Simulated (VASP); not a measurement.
# Na (I4/mmm) in VASP: notebook

One crystal, Na, is run at these levels: PBE; tasks: single point.

Everything below comes from runs of VASP 6.6.1. Logs are shortened: lines on timing, memory, paths and dates and some standing lists are left out, and cuts for length are marked.

**1. Starting point**

Symmetry: I4/mmm, No. 139, tetragonal system. The conventional cell has a = 3.777 Å, b = 3.777 Å, c = 5.275 Å, α = 90.00°, β = 90.00°, γ = 90.00°. Na (site symmetry 4/mmm) has 12 Na at 3.75 to 3.78 Å as nearest neighbours.

This isn't the form of Na at room conditions, which is bcc.

**2. Single point, PBE**

Input file INCAR:

```
PREC = Accurate
ENCUT = 520
EDIFF = 1E-4
ISMEAR = 1
SIGMA = 0.1
LREAL = F
LASPH = T
NELM = 100
ALGO = Normal
ISIF = 2
LWAVE = F
LCHARG = F
GGA = PE
NBANDS = 10
ADDGRID = F
```

Input file KPOINTS:

```
Automatic mesh
0
Gamma
  10 10 10
```

Input file POSCAR:

```
Na
1.0
   -1.8882910800      1.8882910800      2.6372766800
    1.8882910800     -1.8882910800      2.6372766800
    1.8882910800      1.8882910800     -2.6372766800
Na
1
Direct
    0.0000000000      0.0000000000      0.0000000000
```

Potentials or basis: VASP PAW PBE potentials, release 64 (Na_pv).

On the command line:

```
cat potpaw_PBE.64/Na_pv/POTCAR > POTCAR
mpirun -np 1 vasp_std > vasp.out
```

OUTCAR:

```text
PREC = Accurate
   ENCUT = 520
   EDIFF = 1E-4
   ISMEAR = 1
   LREAL = F
   LASPH = T
   NELM = 100
   ISIF = 2
   GGA = PE

 Found    102 irreducible k-points:

 Following reciprocal coordinates:
            Coordinates               Weight
  0.000000  0.000000  0.000000      1.000000
  0.100000 -0.000000  0.000000      8.000000
  0.200000 -0.000000  0.000000      8.000000
  0.300000 -0.000000  0.000000      8.000000
  0.400000 -0.000000  0.000000      8.000000
  0.500000 -0.000000  0.000000      4.000000
   k-points           NKPTS =    102   k-points in BZ     NKDIM =    102   number of bands    NBANDS=     10
   number of dos      NEDOS =    301   number of ions     NIONS =      1
   total plane-waves  NPLWV =  21952
   dimension x,y,z NGX =    28 NGY =   28 NGZ =   28
   dimension x,y,z NGXF=    56 NGYF=   56 NGZF=   56
   ions per type =               1
   NGX,Y,Z   is equivalent  to a cutoff of  12.40, 12.40, 12.40 a.u.
   NGXF,Y,Z  is equivalent  to a cutoff of  24.80, 24.80, 24.80 a.u.
 SYSTEM =  unknown system
   PREC   = accura    normal or accurate (medium, high low for compatibility)
   ISTART =      0    job   : 0-new  1-cont  2-samecut
   ICHARG =      2    charge: 1-file 2-atom 10-const
   ISPIN  =      1    spin polarized calculation?
   LNONCOLLINEAR =      F non collinear calculations
   LSORBIT =      F    spin-orbit coupling
   LASPH  =      T    aspherical Exc in radial PAW
   ENCUT  =  520.0 eV  38.22 Ry    6.18 a.u.   6.98  6.98  6.98*2*pi/ulx,y,z
   NELM   =    100;   NELMIN=  2; NELMDL= -5     # of ELM steps
   EDIFF  = 0.1E-03   stopping-criterion for ELM
   LREAL  =      F    real-space projection
   EDIFFG = 0.1E-02   stopping-criterion for IOM
   NSW    =      0    number of steps for IOM
   IBRION =     -1    ionic relax: 0-MD 1-quasi-New 2-CG
   NFREE  =      0    steps in history (QN), initial steepest desc. (CG)
   ISIF   =      2    stress and relaxation
   ISYM   =      2    0-nonsym 1-usesym 2-fastsym
   POTIM  = 0.5000    time-step for ionic-motion
   TEBEG  =    0.0;   TEEND  =   0.0 temperature during run
   PSTRESS=    0.0 pullay stress
   NELECT =       7.0000    total number of electrons
   NUPDOWN=      -1.0000    fix difference up-down
   EMIN   =  10.00;   EMAX   =-10.00  energy-range for DOS
   EFERMI =   0.00;   METHOD = LEGACY
   ISMEAR =     1;   SIGMA  =   0.10  broadening in eV -4-tet -1-fermi 0-gaus
   EFERMI_NEDOS =   21; number of points for ismear=-14 and -15
   IALGO  =     38    algorithm
   IMIX   =      4    mixing-type and parameters
     AMIX     =   0.40;   BMIX     =  1.00
     AMIX_MAG =   1.60;   BMIX_MAG =  1.00
  volume/ion in A,a.u.               =      37.61       253.83
  Fermi-wavevector in a.u.,A,eV,Ry     =   0.934666  1.766262 11.886050  0.873600
  Thomas-Fermi vector in A             =   2.061494
   LORBIT       =      0    0 simple, 1 ext, 2 COOP (PROOUT), +10 PAW based schemes
   GGA     = PE    functional components
   LHFCALC =     F    Hartree Fock is set to
   AEXX    =    0.0000 exact exchange contribution
   IVDW    =     0    specifies the selected vdW correction
   LEPSILON=     F    determine dielectric tensor
   LRPA    =     F    only Hartree local field effects (RPA)
 non-spin polarized calculation
 Methfessel and Paxton  Order N= 1 SIGMA  =   0.10
  energy-cutoff  :      520.00
  volume of cell :       37.61
 maximum number of plane-waves:      1025
   NGX = 13   NGY = 13   NGZ = 13

 number of electron       6.9999993 magnetization

 Free energy of the ion-electron system (eV)
  ---------------------------------------------------
  ext. energy  EPLUGINS =         0.00000000
  ---------------------------------------------------
  free energy    TOTEN  =        -1.31058282 eV

  energy without entropy =       -1.30929744  energy(sigma->0) =       -1.31015436

 E-fermi :   0.1934     XC(G=0):  -6.4641

 val. band max:        0.1913420546   @ k =   0.4000   0.1000   0.0000
 cond. band min:       0.2263378165   @ k =  -0.3000  -0.4000   0.2000
 fundamental gap:      0.0349957619
 Fermi energy:         0.1934184717

 k-point     1 :       0.0000    0.0000    0.0000
  band No.  band energies     occupation
      1     -24.6218      2.00000
      2     -24.6215      2.00000
      3     -24.6215      2.00000
      4      -2.9613      2.00000
      5      11.2800      0.00000
      6      11.2800      0.00000
      7      11.3227      0.00000
      8      12.3824      0.00000
      9      12.8245      0.00000
     10      12.8250      0.00000

 k-point     2 :       0.1000   -0.0000    0.0000
  band No.  band energies     occupation
      1     -24.6248      2.00000
      2     -24.6221      2.00000
      3     -24.6220      2.00000
      4      -2.7965      2.00000
      5       9.2856      0.00000
      6      10.9627      0.00000
      7      11.0122      0.00000
      8      12.3106      0.00000
      9      13.3795      0.00000
     10      13.3981      0.00000

 k-point     3 :       0.2000   -0.0000    0.0000
  band No.  band energies     occupation
      1     -24.6332      2.00000
      2     -24.6233      2.00000
      3     -24.6232      2.00000
      4      -2.3052      2.00000
      5       6.8887      0.00000
      6      10.5351      0.00000
      7      10.6169      0.00000
      8      11.8208      0.00000
      9      13.3612      0.00000
     10      13.5981      0.00000

 k-point     4 :       0.3000   -0.0000    0.0000
  band No.  band energies     occupation
      1     -24.6434      2.00000
      2     -24.6248      2.00000
      3     -24.6246      2.00000
      4      -1.4965      2.00000
      5       4.6885      0.00000
      6      10.2843      0.00000
      7      10.3985      0.00000
      8      11.5041      0.00000
      9      12.3101      0.00000
     10      12.5386      0.00000

 k-point     5 :       0.4000   -0.0000    0.0000
  band No.  band energies     occupation
      1     -24.6517      2.00000
      2     -24.6260      2.00000
      3     -24.6256      2.00000
      4      -0.3855      2.00000
      5       2.7391      0.00000
      6      10.2273      0.00000
      7      10.3733      0.00000
      8      11.3818      0.00000
      9      11.5625      0.00000
     10      11.7889      0.00000

 k-point     6 :       0.5000   -0.0000    0.0000
  band No.  band energies     occupation
      1     -24.6548      2.00000
      2     -24.6265      2.00000
      3     -24.6261      2.00000
      4       0.8408     -0.00000
      5       1.2333     -0.00000
      6      10.2549      0.00000
      7      10.4206      0.00000
      8      11.2650      0.00000
      9      11.3043      0.00000
     10      11.5553      0.00000

 [... further k-points ...]

------------------------ aborting loop because EDIFF is reached ----------------------------------------

  FORCE on cell =-STRESS in cart. coord.  units (eV):
  Direction    XX          YY          ZZ          XY          YZ          ZX
  --------------------------------------------------------------------------------------
  -------------------------------------------------------------------------------------
  Total       -0.0203268     -0.0203268     -0.0565876      0.0000000      0.0000000      0.0000000
  in kB       -0.8658163     -0.8658163     -2.4103407      0.0000000      0.0000000      0.0000000
  external PRESSURE =      -1.3806577 kB  Pullay stress =       0.0000000 kB

 VOLUME and BASIS-vectors are now :
 -----------------------------------------------------------------------------
  energy-cutoff  :      520.00
  volume of cell :       37.61
      direct lattice vectors                 reciprocal lattice vectors
    -1.888291080  1.888291080  2.637276680     0.000000000  0.264789685  0.189589512
     1.888291080 -1.888291080  2.637276680     0.264789685  0.000000000  0.189589512
     1.888291080  1.888291080 -2.637276680     0.264789685  0.264789685  0.000000000

 POSITION                                       TOTAL-FORCE (eV/Angst)
 -----------------------------------------------------------------------------------
      0.00000      0.00000      0.00000         0.000000      0.000000     -0.000000
 -----------------------------------------------------------------------------------
    total drift:                                0.000000     -0.000000      0.000000

  FREE ENERGIE OF THE ION-ELECTRON SYSTEM (eV)
  ---------------------------------------------------
  free  energy   TOTEN  =        -1.3105828218 eV

  energy  without entropy=       -1.3092974378  energy(sigma->0) =       -1.31015436
```

It took 11 s on 1 thread of AMD EPYC 9R45 (Zen 5), shared host; peak memory 0.14 GiB.

The run converged, but some of its settings lie outside the range that counts as converged, so its numbers aren't taken as properties of the crystal.

What came out:

```yaml
Free_energy: -1.3106 eV
Pressure: -0.1 GPa
Band_gap_on_the_k_mesh: none (metal or under the smearing width)
```

**3. Single point, PBE**

Edit INCAR of step 2 so:

```diff
@@ -1,4 +1,4 @@
 PREC = Accurate
-ENCUT = 520
-EDIFF = 1E-4
+ENCUT = 650
+EDIFF = 1E-6
 ISMEAR = 1
```

KPOINTS is that of step 2.

POSCAR is that of step 2.

Potentials or basis: VASP PAW PBE potentials, release 64 (Na_pv).

On the command line:

```
cat potpaw_PBE.64/Na_pv/POTCAR > POTCAR
mpirun -np 1 vasp_std > vasp.out
```

Run time: 16 s. Hardware: 1 thread of AMD EPYC 9R45 (Zen 5), shared host; peak memory 0.16 GiB.

These settings aren't checked as converged: the numbers below hold their error.

What came out:

```yaml
Free_energy: -1.3105 eV
Pressure: -0.1 GPa
Band_gap_on_the_k_mesh: none (metal or under the smearing width)
```

**4. Single point, PBE**

Edit INCAR of step 3 so:

```diff
@@ -1,3 +1,3 @@
 PREC = Accurate
-ENCUT = 650
+ENCUT = 460
 EDIFF = 1E-6
```

Input file KPOINTS:

```
Automatic mesh
0
Gamma
  12 12 12
```

POSCAR is that of step 3.

On the command line:

```
cat potpaw_PBE.64/Na_pv/POTCAR > POTCAR
mpirun -np 1 vasp_std > vasp.out
```

Run time: 16 s. Hardware: 1 thread of AMD EPYC 9R45 (Zen 5), shared host; peak memory 0.14 GiB.

These settings aren't checked as converged: the numbers below hold their error.

What came out:

* Free energy: -1.3128 eV
* Pressure: -0.2 GPa
* Band gap on the k mesh: none (metal or under the smearing width)

**5. Single point, PBE**

Edit INCAR of step 4 so:

```diff
@@ -1,3 +1,3 @@
 PREC = Accurate
-ENCUT = 460
+ENCUT = 520
 EDIFF = 1E-6
```

KPOINTS is that of step 4.

POSCAR is that of step 4.

On the command line:

```
cat potpaw_PBE.64/Na_pv/POTCAR > POTCAR
mpirun -np 1 vasp_std > vasp.out
```

Run time: 17 s. Hardware: 1 thread of AMD EPYC 9R45 (Zen 5), shared host; peak memory 0.15 GiB.

These settings aren't checked as converged: the numbers below hold their error.

Results:

- Free energy: -1.3129 eV
- Pressure: -0.2 GPa
- Band gap on the k mesh: none (metal or under the smearing width)

**6. For comparison**

An earlier run on the cell as given: functional PBE; potentials or basis VASP PAW PBE potentials, release 64 (Na_pv); cutoff 520 eV; k mesh 10 × 10 × 10; occupations fermi-dirac, width 0.05 eV; no spin polarisation.

- Pressure: -0.1 GPa
- Band gap on the k mesh: none (metal or under the smearing width)
